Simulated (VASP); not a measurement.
Input of a VASP 6.6.1 run:

File INCAR:

```
SYSTEM = Lu
PREC = Accurate
ENCUT = 900
EDIFF = 1E-6
ISMEAR = 0
SIGMA = 0.1
LREAL = .False.
LASPH = .True.
NELM = 60
ALGO = Normal
ISIF = 2
LWAVE = .False.
LCHARG = .False.
GGA = PS
```

File KPOINTS:

```
regular mesh
0
Gamma
  15 15 8
  0 0 0
```

POSCAR

```
Lu
1.0
    3.4495800000      0.0000000000      0.0000000000
   -1.7247900000      2.9874300000      0.0000000000
    0.0000000000      0.0000000000      5.3562400000
Lu
2
Direct
    0.3333300000      0.6666700000      0.2500000000
    0.6666700000      0.3333300000      0.7500000000
```

Potentials or basis: VASP PAW PBE potentials, release 64 (Lu).

The run is started by

```console
$ cat potpaw_PBE.64/Lu/POTCAR > POTCAR
$ mpirun -np 1 vasp_std > vasp.out
```

Problem. Estimate the pressure.

Solution. -0.1 GPa.

Problem. Predict the band gap on the k mesh.

Solution. None (metal or under the smearing width).

Caveat: the PAW data sets were made with another functional, which shifts forces and pressure a little. Spin-orbit coupling is left out, which matters for the levels of Lu.
